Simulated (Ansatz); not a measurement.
Method: DFT PBE, scalar-relativistic, plane waves, PAW (Ansatz). All cells share a 420 eV cutoff and Γ-centred k meshes spaced at most about 0.3 Å⁻¹ (about 0.25 or finer for metals, 2π included). No spin polarisation.

All energies are static (0 K, no zero-point motion).

Question: Which of these relaxed structures of BeSe2 is the lowest in energy?
A.

Space group P4/nmm:1 (No. 129). a = 3.694 Å, b = 3.694 Å, c = 11.472 Å, α = 90.00°, β = 90.00°, γ = 90.00°
```tsv
atom	site	symmetry	x	y	z
Be	2a	-4m2	0.5000	0.5000	0.0000
Se	2c	4mm	0.5000	0.0000	0.8838
Se	2b	-4m2	0.5000	0.5000	0.5000
```

B.

Space group Pa-3 (No. 205). a = 5.940 Å, b = 5.940 Å, c = 5.940 Å, α = 90.00°, β = 90.00°, γ = 90.00°
| atom | site | symmetry | x | y | z |
| --- | --- | --- | --- | --- | --- |
| Be | 4a | .-3. | 0.5000 | 0.0000 | 0.5000 |
| Se | 8c | .3. | 0.6164 | 0.8836 | 0.1164 |

C.

Space group Ibam (No. 72). a = 4.153 Å, b = 9.118 Å, c = 6.260 Å, α = 90.00°, β = 90.00°, γ = 90.00°
| atom | site | symmetry | x | y | z |
| --- | --- | --- | --- | --- | --- |
| Be | 4a | 222 | 0.5000 | 0.5000 | 0.7500 |
| Se | 8j | ..m | 0.3192 | 0.1094 | 0.0000 |

Answer: A. The next of these, C, lies 30 meV/atom higher. Forms: A P4/nmm; C Ibam; B pyrite type, Pa-3. Counting Se atoms around Be (those within 1.25 times the shortest such distance or 1.15 times the sum of covalent radii): A has Be 4; C has Be 4; B has Be 6. A holds Se–Se nets (shortest 2.61 Å); C holds Se–Se pairs (shortest 2.50 Å); B holds Se–Se pairs (shortest 2.39 Å). All come from invented guesses.

No dispersion correction is applied, so the spacing and binding between layers, chains or molecules are poorly described (P4/nmm, Ibam), and this can change margins and order among such cells. Cells relaxed within their symmetry can be saddle points. Some candidate types were left out of the draw beforehand, so a known form may be missing.
